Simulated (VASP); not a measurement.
Crystal: Re.

```
CELL_PARAMETERS angstrom
0.00000 1.97500 1.97500
1.97500 0.00000 1.97500
1.97500 1.97500 0.00000
ATOMIC_POSITIONS crystal
Re 0.00000 0.00000 0.00000
```

This isn't the form of Re at room conditions, which is hcp.

* Program: VASP 6.6.1
* Task: relaxation of cell and atoms
* Functional: r2SCAN
* Dispersion: D3(BJ)
* Potentials or basis: VASP PAW PBE potentials, release 64 (Re)
* Cutoff: 600 eV
* k mesh: 12 × 12 × 12
* Occupations: methfessel-paxton, width 0.1 eV
* Spin: no spin polarisation

At the start: pressure -18.6 GPa; volume 15.41 Å³/atom.

Q: How do energy, volume and symmetry change on relaxing?

A: Over 8 steps the energy falls by 47.3 meV/atom and the volume is 14.63 Å³/atom (-5.0 %); space group Fm-3m (No. 225, to 0.05 Å).

Step by step:
```csv
step,energy change (eV),largest force (eV/Å),pressure (GPa),volume (Å³)
1,0.0000,0.0000,-18.59,15.41
2,0.9989,0.0000,141.33,11.76
3,-0.0468,0.0000,-2.11,14.71
4,-0.0472,0.0000,-0.48,14.65
5,-0.0473,0.0000,-0.11,14.63
6,-0.0473,0.0000,0.42,14.62
7,-0.0470,0.0000,-1.50,14.69
8,-0.0473,0.0000,0.03,14.63
```

Final structure:
```cif
data_structure
_symmetry_space_group_name_H-M 'P 1'
_symmetry_Int_Tables_number 1
_cell_length_a 2.7454
_cell_length_b 2.7454
_cell_length_c 2.7454
_cell_angle_alpha 60.000
_cell_angle_beta 60.000
_cell_angle_gamma 60.000
_cell_volume 14.63
loop_
_atom_site_label
_atom_site_type_symbol
_atom_site_fract_x
_atom_site_fract_y
_atom_site_fract_z
_atom_site_occupancy
Re1 Re 0.00000 0.00000 0.00000 1
```

Caveat: the PAW data sets were made with another functional, which shifts forces and pressure a little; pairwise dispersion overbinds metals, which lowers pressure and volume.
